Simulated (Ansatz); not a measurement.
Runs of Ansatz 0.2.0 on AlAu2. Symmetry: I4/mmm, No. 139, tetragonal system. Conventional cell: a = 3.343 Å, b = 3.343 Å, c = 8.798 Å, α = 90.00°, β = 90.00°, γ = 90.00°. Au (site symmetry 4mm) is surrounded by 5 Al at 2.73 to 3.02 Å and 5 Au at 2.75 to 2.88 Å. Al (site symmetry 4/mmm) has 10 Au at 2.73 to 3.02 Å as nearest neighbours. The cell comes from a database or a generator and needn't be the stable form of this composition.

```tsv
task	level	spin	cell	points for each segment of the path	gap on the mesh (eV)	pressure (GPa)	relaxed volume (Å³/atom)	largest force (eV/Å)
band structure	PBEsol	SOC, no magnetisation	as given	14	none	(b)	-	(a)
relaxation of cell and atoms	PBEsol+D3(BJ)-ATM	off	relaxed	-	none	0.0	15.72	0.01
relaxation of cell and atoms	PBEsol+D3(BJ)	off	relaxed	-	none	0.0	15.59	-
relaxation of cell and atoms	PBEsol	off	relaxed	-	none	0.0	16.14	-
band structure	PBEsol	off	as given	14	none	-2.3	-	0.06
relaxation of cell and atoms	PBEsol+D4	off	relaxed	-	none	0.0	(c)	-
```

Alike in all rows: potentials or basis Ansatz PAW; k mesh 11 × 11 × 11; cutoff (eV) 420; smearing fermi-dirac 0.05 eV.

Estimate the missing entries.

(a) 0.04; (b) -3.4; (c) 15.82.

Caveats: the PAW data sets come from PBE, with cores solved anew for the run's functional, which leaves a small shift of forces and pressure; the plane-wave basis is chosen anew once the cell has moved, so the energies of steps on either side of that aren't comparable (some runs); pairwise dispersion overbinds metals, which lowers pressure and volume (some runs); spin-orbit coupling is left out, which moves the levels of the heavy elements (some runs).

A k mesh can miss the band edges, and rows without SOC leave out spin-orbit coupling on Au.

A gap of «none» marks a metal or a gap under the smearing width.
